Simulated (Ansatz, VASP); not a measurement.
Au: VASP beside Ansatz

```
Au
1.0
     0.00000    2.07826    2.07826
     2.07826    0.00000    2.07826
     2.07826    2.07826    0.00000
Au
1
Direct
  0.00000 0.00000 0.00000
```

Alike in both runs: task single point; functional PBE; k mesh 5 × 5 × 5; occupations fermi-dirac, width 0.1 eV; no spin polarisation.

```csv
,VASP,Ansatz
version,VASP 6.6.1,Ansatz 0.2.0
potentials or method,"VASP PAW PBE potentials, release 64 (Au)","plane waves (420 eV) with PAW, scalar-relativistic"
plane-wave cutoff (eV),520,420
valence electrons in the cell,11,19
```

```tsv
	VASP	Ansatz	Ansatz less VASP
pressure (GPa)	-0.9	-0.7	+0.23
```

The two sets of potentials don't hold the same shells in valence.

Caveats: the k mesh is coarse (spacing up to 0.52 Å⁻¹), so the values aren't converged. Spin-orbit coupling is left out, which matters for the levels of Au.
